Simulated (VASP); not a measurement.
# PtS2 (P-3m1) in VASP: further runs, part 2 of 2

VASP 6.6.1. The steps go on from the part before.

### 3 Dielectric tensor, PBE

File INCAR:

```
  PREC = Accurate
  ENCUT = 400
  EDIFF = 1E-8
  ISMEAR = 0
  SIGMA = 0.01
  LREAL = False
  LASPH = True
  NELM = 100
  ALGO = Normal
  ISIF = 2
  LWAVE = False
  LCHARG = False
  GGA = PE
  LEPSILON = True
```

File KPOINTS:

```
regular mesh
0
Gamma
  8 8 5
```

File POSCAR:

```
PtS2
1.0
    3.5432000000      0.0000000000      0.0000000000
   -1.7716000000      3.0685012107      0.0000000000
    0.0000000000      0.0000000000      5.0388000000
Pt S
1 2
Direct
    0.0000000000      0.0000000000      0.0000000000
    0.6666666667      0.3333333333      0.7730000000
    0.3333333333      0.6666666667      0.2270000000
```

Potentials or basis: VASP PAW PBE potentials, release 64 (Pt, S).

The run is started by

```console
> cat potpaw_PBE.64/Pt/POTCAR potpaw_PBE.64/S/POTCAR > POTCAR
> mpirun -np 1 vasp_std > vasp.out
```

OUTCAR:

```text
PREC = Accurate
   ENCUT = 400
   EDIFF = 1E-8
   ISMEAR = 0
   LREAL = False
   LASPH = True
   NELM = 100
   ISIF = 2
   GGA = PE
   LEPSILON = True

 Found     40 irreducible k-points:

 Following reciprocal coordinates:
            Coordinates               Weight
  0.000000  0.000000  0.000000      1.000000
  0.125000  0.000000  0.000000      6.000000
  0.250000  0.000000  0.000000      6.000000
  0.375000  0.000000  0.000000      6.000000
  0.500000  0.000000  0.000000      3.000000
  0.125000  0.125000  0.000000      6.000000
   k-points           NKPTS =     40   k-points in BZ     NKDIM =     40   number of bands    NBANDS=     15
   number of dos      NEDOS =    301   number of ions     NIONS =      3
   total plane-waves  NPLWV =  20736
   dimension x,y,z NGX =    24 NGY =   24 NGZ =   36
   dimension x,y,z NGXF=    48 NGYF=   48 NGZF=   72
   ions per type =               1   2
   NGX,Y,Z   is equivalent  to a cutoff of  11.26, 11.26, 11.88 a.u.
   NGXF,Y,Z  is equivalent  to a cutoff of  22.52, 22.52, 23.76 a.u.
 SYSTEM =  unknown system
   PREC   = accura    normal or accurate (medium, high low for compatibility)
   ISTART =      0    job   : 0-new  1-cont  2-samecut
   ICHARG =      2    charge: 1-file 2-atom 10-const
   ISPIN  =      1    spin polarized calculation?
   LNONCOLLINEAR =      F non collinear calculations
   LSORBIT =      F    spin-orbit coupling
   LASPH  =      T    aspherical Exc in radial PAW
   ENCUT  =  400.0 eV  29.40 Ry    5.42 a.u.   5.78  5.78  8.22*2*pi/ulx,y,z
   NELM   =    100;   NELMIN=  2; NELMDL= -5     # of ELM steps
   EDIFF  = 0.1E-07   stopping-criterion for ELM
   LREAL  =      F    real-space projection
   EDIFFG = 0.1E-06   stopping-criterion for IOM
   NSW    =      0    number of steps for IOM
   IBRION =     -1    ionic relax: 0-MD 1-quasi-New 2-CG
   NFREE  =      0    steps in history (QN), initial steepest desc. (CG)
   ISIF   =      2    stress and relaxation
   ISYM   =      2    0-nonsym 1-usesym 2-fastsym
   POTIM  = 0.5000    time-step for ionic-motion
   TEBEG  =    0.0;   TEEND  =   0.0 temperature during run
   PSTRESS=    0.0 pullay stress
[... 186 lines left out ...]

 Free energy of the ion-electron system (eV)
  ---------------------------------------------------
  ---------------------------------------------------
  free energy    TOTEN  =        -2.83862490 eV

  energy without entropy =       -2.83862490

------------------------ aborting loop because EDIFF is reached ----------------------------------------

--------------------------------------- Ionic step        2  -------------------------------------------

------------------------ aborting loop because EDIFF is reached ----------------------------------------

--------------------------------------- Ionic step        3  -------------------------------------------

 Free energy of the ion-electron system (eV)
  ---------------------------------------------------
  ---------------------------------------------------
  free energy    TOTEN  =        -1.42165962 eV

  energy without entropy =       -1.42165962

------------------------ aborting loop because EDIFF is reached ----------------------------------------

 PIEZOELECTRIC TENSOR FIELD DIRECTION 3  (e Angst)
 -----------------------------------------------------------------------------
     0.00640  0.00000 -0.00000           (  0.00007  0.00000 -0.00000)
    -0.00000  0.00640 -0.00000           ( -0.00000  0.00007  0.00000)
    -0.00000 -0.00000 -0.01981           ( -0.00000  0.00000 -0.00000)

 PIEZOELECTRIC TENSOR FIELD DIRECTION 3  (C/m^2)
 -----------------------------------------------------------------------------
     0.00187  0.00000 -0.00000
    -0.00000  0.00187 -0.00000
    -0.00000 -0.00000 -0.00579

 MACROSCOPIC STATIC DIELECTRIC TENSOR (including local field effects in DFT)
 ------------------------------------------------------
          18.369897     0.000000     0.000000
           0.000000    18.369897     0.000000
           0.000000     0.000000     9.973375
 ------------------------------------------------------

 PIEZOELECTRIC TENSOR (including local field effects)  for field in x, y, z        (e  Angst)
          XX          YY          ZZ          XY          YZ          ZX
  --------------------------------------------------------------------------------
  x     0.00000     0.00000     0.00000     0.00000     0.00000     0.00000
  y     0.00000     0.00000     0.00000     0.00000     0.00000     0.00000
  z     0.00000     0.00000     0.00000     0.00000     0.00000     0.00000

 PIEZOELECTRIC TENSOR (including local field effects)  for field in x, y, z        (C/m^2)
          XX          YY          ZZ          XY          YZ          ZX
  --------------------------------------------------------------------------------
  x     0.00000     0.00000     0.00000     0.00000     0.00000     0.00000
  y     0.00000     0.00000     0.00000     0.00000     0.00000     0.00000
  z     0.00000     0.00000     0.00000     0.00000     0.00000     0.00000

 BORN EFFECTIVE CHARGES (including local field effects) (in |e|, cummulative output)
 ---------------------------------------------------------------------------------
 ion    1
    1     2.96138     0.00000     0.00000
    2     0.00000     2.96138     0.00000
    3    -0.00000     0.00000    -0.56503
 ion    2
    1    -1.48069     0.00000    -0.00000
    2     0.00000    -1.48069     0.00000
    3     0.00000     0.00000     0.28251
 ion    3
    1    -1.48069     0.00000    -0.00000
    2     0.00000    -1.48069     0.00000
    3     0.00000     0.00000     0.28251
```

OSZICAR:

```text
N       E                     dE             d eps       ncg     rms          rms(c)
[... 12 lines left out ...]
RMM:   7    -0.142126275749E+01   -0.20776E-02   -0.16356E-04  1962   0.758E-02    0.231E-02
RMM:   8    -0.142121967181E+01    0.43086E-04   -0.69078E-06  1993   0.195E-02    0.105E-02
RMM:   9    -0.142167955049E+01   -0.45988E-03    0.47342E-06  1961   0.101E-02    0.273E-03
RMM:  10    -0.142163550075E+01    0.44050E-04    0.21745E-05  2076   0.201E-03    0.845E-04
RMM:  11    -0.142165176980E+01   -0.16269E-04    0.32735E-06  2018   0.886E-04    0.418E-04
RMM:  12    -0.142166118369E+01   -0.94139E-05    0.18351E-07  1972   0.441E-04    0.111E-04
RMM:  13    -0.142165945683E+01    0.17269E-05   -0.23340E-07  1396   0.135E-04    0.400E-05
RMM:  14    -0.142165972152E+01   -0.26470E-06    0.57443E-08  1201   0.120E-04    0.120E-05
RMM:  15    -0.142165961975E+01    0.10177E-06   -0.18787E-07   484   0.852E-05    0.333E-06
```

stdout:

```text
POSCAR found type information on POSCAR PtS
 POSCAR found :  2 types and       3 ions
 scaLAPACK will be used
 LDA part: xc-table for (Slater+PW92), standard interpolation
 POSCAR, INCAR and KPOINTS ok, starting setup
 FFT: planning ... GRIDC
 FFT: planning ... GRID_SOFT
 FFT: planning ... GRID
 WAVECAR not read
 entering main loop
 Linear response reoptimize wavefunctions to high precision
 Linear response G [H, r] |phi>, progress :
  Direction:   1
 Linear response G [H, r] |phi>, progress :
  Direction:   2
 Linear response G [H, r] |phi>, progress :
  Direction:   3
 Linear response to external field (no local field effect), progress :
  Direction:   1
 dielectric tensor                  component  1 :    21.226     1.297    -1.208
 Linear response to external field (no local field effect), progress :
  Direction:   2
 dielectric tensor                  component  2 :     1.297    17.979    -1.936
 Linear response to external field (no local field effect), progress :
  Direction:   3
 dielectric tensor                  component  3 :    -1.208    -1.936    12.841
 Linear response to external field, progress :
  Direction:   1
 dielectric tensor                  component  1 :    18.370     0.207     0.892
 Linear response to external field, progress :
  Direction:   2
 dielectric tensor                  component  2 :     0.209    18.370     0.000
 Linear response to external field, progress :
  Direction:   3
 dielectric tensor                  component  3 :    -1.290    -1.836     9.973
 Born effective charges drift removed
```

It took 2.4 min on 1 thread of Intel Xeon Platinum 8488C (Sapphire Rapids), shared host; peak memory 0.26 GiB.

The run converged, but some of its settings lie outside the range that counts as converged, so its numbers aren't taken as properties of the crystal.

What came out:

```
Band gap on the k mesh                  : 0.98 eV, indirect (least direct gap 1.02 eV)
Electronic dielectric tensor (diagonal) : 18.37, 18.37, 9.97
Born charges (mean of the diagonal)     : Pt +1.79; S -0.89 e
```

Caveat: spin-orbit coupling is left out, which moves the levels of the heavy elements; an odd mesh through Γ misses points on the zone boundary, where band edges often lie.
